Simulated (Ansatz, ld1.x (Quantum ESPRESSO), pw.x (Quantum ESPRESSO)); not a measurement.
Equation-of-state test of one TM potential (silicon (Si))

```
Element                 : silicon
Generator               : ld1.x (Quantum ESPRESSO) 7.5
Type                    : norm-conserving Troullier–Martins (Kleinman–Bylander form)
Functional              : PBEsol
Relativity              : scalar-relativistic
Frozen core             : [Ne]
Valence charge          : 4
Reference configuration : 3s2 3p2
Partial waves           : 3s (bound): rc 1.75 bohr; 3p (bound): rc 1.40 bohr; 3d channel at 0.5 Ry: rc 1.70 bohr
Local potential         : all-electron potential smoothed inside 1.50 bohr (lloc = -1)
Core correction         : a·sin(br)/r model core inside 1.40 bohr
```

Crystal test: fcc Si in pw.x 7.5, no spin, 15³ k-points, Fermi–Dirac smearing 0.01 Ry, cutoffs 75/300 Ry. The reference is all-electron LAPW (Ansatz 0.2.0) with the same functional, mesh and smearing; V0 and B0 come from Birch–Murnaghan fits to the pressures at five volumes. Errors are pseudo minus all-electron; Δ is the rms difference of the E(V) curves that follow from these fits, minima aligned, over ±6 % about the mean V0. Mesh and smearing are coarse, so the numbers serve the comparison and aren't converged zero-temperature values; the lattice is a test structure that the element need not adopt.

All-electron: a0 = 3.832 Å (V0 = 14.07 Å³/atom), B0 = 91.1 GPa.

Task: How far does the potential miss the all-electron equation of state?

Result: mean pressure error (GPa): -0.80; a0 (Å): 3.821; a0 error (%): -0.29; B0 error (%): +1.4; Δ (meV/atom): 2.4.

| V (Å³/atom) | P all-electron (GPa) | P pseudo (GPa) |
| --- | --- | --- |
| 13.301 | 5.73 | 4.83 |
| 13.651 | 2.91 | 2.06 |
| 14.001 | 0.43 | -0.37 |
| 14.351 | -1.75 | -2.50 |
| 14.701 | -3.67 | -4.37 |

Task: At the middle volume, how do free energy and pressure move when the wave cutoff is lowered (ecutrho kept at four times it)?

Result:

```json
{"cutoff (Ry)": "34", "shift of F (meV/atom)": "+426.3", "shift of P (GPa)": "-7.16"}
{"cutoff (Ry)": "45", "shift of F (meV/atom)": "+113.0", "shift of P (GPa)": "-5.00"}
{"cutoff (Ry)": "60", "shift of F (meV/atom)": "+4.7", "shift of P (GPa)": "-0.50"}
```

The run at the middle volume (120 k-points, 6 iterations) took about 9 s on one core of a shared host (Intel(R) Xeon(R) Platinum 8488C, 192 threads, 744 GiB, load 65).
